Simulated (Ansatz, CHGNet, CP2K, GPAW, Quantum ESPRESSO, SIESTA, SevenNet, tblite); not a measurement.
# Which run comes nearest? Generalised stacking fault on (111) (glide set) of a GaP-AlP solid solution (72 atoms)

The cell holds 72 atoms: 18 Al, 36 P and 18 Ga. Cell: a = 6.683 Å, b = 11.576 Å, c = 19.136 Å, α = 90.0°, β = 86.7°, γ = 90.0°. Zinc-blende GaP lattice (a = 5.4569 Å, the value set for the mixture), cell with z along [111], 1 x 3 x 2 periods; the third cell vector is tilted by 0.167 of 1/2[11-2] and lengthened by 0.2 Å, so the cell holds one fault (glide set); displaced by a Gaussian of 0.01 Å; 18 of 36 Ga sites given to Al at random (lattice constant by Vegard's rule between GaP and AlP). Then every atom was moved at random, 0.02 Å r.m.s. a Cartesian component.

Geometry: as built.

The reference, a calculation:

```
method                                           : Kohn-Sham DFT, PBE, PAW, plane waves (Ansatz 0.2.0); cutoff 420 eV, Γ point, fermi-dirac smearing of 0.05 eV; PAW set soft_2
r.m.s. force component                           : 0.5074 eV/Å
longest force                                    : 3.049 eV/Å
pressure                                         : 2.982 GPa
gap (highest filled to lowest empty level) : 0.4477 eV
SCF cycles                                       : 9
time                                             : 18 s on 4 threads of Arm Neoverse V1, shared host
CPU time                                         : 68 s
```

Q: Estimate the differences from the reference, the CPU time and the memory of each run.
- QE PBE, sssp-1.3.0-efficiency, 25/200 Ry (Quantum ESPRESSO 7.5; 2 MPI ranks)
- SIESTA PBE, TZP, shift 0.01 Ry, mesh 300 Ry (SIESTA 5.4.2; 2 MPI ranks)
- CP2K PBE, DZVP-MOLOPT-SR, 800/30 Ry, diagonalisation (CP2K 2026.2; 2 threads)
- SIESTA PBE, DZP, shift 0.01 Ry, mesh 300 Ry (SIESTA 5.4.2; 2 MPI ranks)
- GPAW PBE, LCAO dzp, h 0.2 Å, other mixer settings (GPAW 26.7.0; 1 thread)
- QE PBE, sssp-1.3.0-efficiency, 60/480 Ry (Quantum ESPRESSO 7.5; 4 MPI ranks)
- SevenNet 0 potential (SevenNet 0; 1 thread)
- CP2K PBE, DZVP-MOLOPT-SR, 280/50 Ry, diagonalisation (CP2K 2026.2; 2 threads)
- tblite GFN1-xTB (tblite 0.8.0; 1 thread)
- GPAW PBE, LCAO szp(dzp), h 0.2 Å (GPAW 26.7.0; 1 thread)

Differences are against the plane-wave reference, forces as r.m.s. over components; share is that over the reference's r.m.s. force, slope the least-squares factor from reference forces to these. Total energies of different programs have different zeros and aren't compared.

```csv
run,"Δ force, r.m.s. (meV/Å)",share (%),slope,Δ pressure (GPa),Δ gap (eV),cores,CPU time,memory (GiB)
reference,-,-,-,-,-,4,68 s,1.6
"QE PBE, sssp-1.3.0-efficiency, 25/200 Ry (coarse)",240,47.3,1.153,-1.08,0.0941,2,8.9 min,1.5
"SIESTA PBE, TZP, shift 0.01 Ry, mesh 300 Ry",29.9,5.90,1.047,-0.0689,-,2,10 min,2.0
"CP2K PBE, DZVP-MOLOPT-SR, 800/30 Ry, diagonalisation (coarse)",48.8,9.62,1.029,0.367,-0.0173,2,6.2 min,5.8
"SIESTA PBE, DZP, shift 0.01 Ry, mesh 300 Ry",35.5,6.99,1.050,0.14,-,2,7.3 min,1.7
"GPAW PBE, LCAO dzp, h 0.2 Å, other mixer settings",131,25.9,1.170,-,0,1,5.8 min,1.5
"QE PBE, sssp-1.3.0-efficiency, 60/480 Ry",6.15,1.21,1.009,-0.023,0.0014,4,50 min,5.5
SevenNet 0 potential,149,29.3,0.840,-0.0941,-,1,7.1 s,0.81
"CP2K PBE, DZVP-MOLOPT-SR, 280/50 Ry, diagonalisation (coarse)",1484,292,0.719,1.66,-,2,5.4 min,1.4
tblite GFN1-xTB,425,83.8,1.511,5.60,-,1,7.9 s,0.16
"GPAW PBE, LCAO szp(dzp), h 0.2 Å (coarse)",160,31.6,1.222,-,0.0831,1,3.3 min,1.5
```

Rows marked coarse were listed beforehand as settings not expected to be converged; some can still land near the reference.

Times of the machine-learned potentials are mostly Python's start and the loading of weights.

CPU time is summed over cores on a shared host, where runs went side by side, so it is rough. Symmetry, cutoffs, thresholds, outputs and thread counts weren't matched or tuned between programs; memory under MPI is the largest rank's times the ranks.

PBE on plane waves or a grid with other potentials, cutoffs or grids, coarse settings apart, differs from the reference by 1.2 % (QE PBE, sssp-1.3.0-efficiency, 60/480 Ry) of the r.m.s. force; this holds the reference's own error, so differences of a few per cent don't tell which side is nearer the exact PBE result (QE's 60 Ry are 816 eV, against the reference's 420 eV). The PBE runs in local orbitals, coarse settings apart, differ by 5.9 % (SIESTA PBE, TZP, shift 0.01 Ry, mesh 300 Ry) to 26 % (GPAW PBE, LCAO dzp, h 0.2 Å, other mixer settings); basis, grid and potentials can all enter. Tight binding differs by 84 % (tblite GFN1-xTB); it is another model, with fitted parameters of its own, and the xTB methods hold dispersion. Machine-learned potentials differ by 29 % (SevenNet 0 potential); they were trained on other programs' data. Among those trained on PBE data the slope goes as low as 0.84, which softening far from their training structures can give, though the reference's k-sampling is untested too. Periodic xTB results under one method name differ between programs and library versions. Machine-learned potentials mimic data converged in k, so the reference's own k-point error enters their differences. The electronic-structure runs sample only Γ, in a cell whose shortest periodic width is 7 Å.

[Logs are printed without paths, hosts, clocks, repeated set-up lines and the standing remarks that a program may print on its own settings, such as how far it seeks lower states.]

[Hosts, paths, dates, database ids (printed as entryN), source tags and the programs' standing remarks are cut or masked in the printed files.]
